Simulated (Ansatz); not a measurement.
CsPbI$_{3}$:
Space group Pm-3m (No. 221); a = b = c = 6.333 Å, α = β = γ = 90.00°

| atom | site | symmetry | x | y | z |
|---|---|---|---|---|---|
| Cs | 1b | m-3m | 0.5000 | 0.5000 | 0.5000 |
| Pb | 1a | m-3m | 0.0000 | 0.0000 | 0.0000 |
| I | 3d | 4/mm.m | 0.0000 | 0.0000 | 0.5000 |

Relaxed with r²SCAN. DFT-r²SCAN in the program Ansatz with PAW potentials gives a gap of 1.70 eV.

Problem. What gap does HSE06 give on the same cell (Ansatz, PAW)?

Solution. 1.85 eV, 0.15 eV more. The hybrid was solved on a coarser mesh and at special points; its gap is the smallest among all of these.

| k | v1 r²SCAN | c1 r²SCAN | v1 HSE06 | c1 HSE06 |
|---|---|---|---|---|
| Γ | -1.37 | 3.52 | [?] | [?] |
| R | 0.00 | 1.70 | 0.00 | 1.85 |
| M | -0.51 | 2.12 | [?] | [?] |
| X | -1.02 | 2.45 | [?] | [?] |

Problem. Top valence (v1) and lowest conduction level (c1) in eV from each method's valence maximum (which need not be a listed point): supply the withheld HSE06 values.

Solution. 
- M, v1 HSE06: -0.56
- M, c1 HSE06: 2.30
- X, v1 HSE06: -1.14
- X, c1 HSE06: 2.66
- Γ, v1 HSE06: -1.64
- Γ, c1 HSE06: 3.60

Cost on shared cores: the r²SCAN run (SCF on a 5×5×5 mesh, then bands and DOS) roughly 80 core-seconds, the HSE06 run (SCF on 3×3×3, then a few points) around 4 core-minutes (rough); the tasks are unlike.

This is a known high-temperature phase of the composition, computed here at zero pressure and temperature. Symmetry was held in the r²SCAN relaxation; of distortions, only those at the zone centre were tested. Spin–orbit coupling is left out wherever it is not named.

Potentials: the later of the program's two PAW sets.
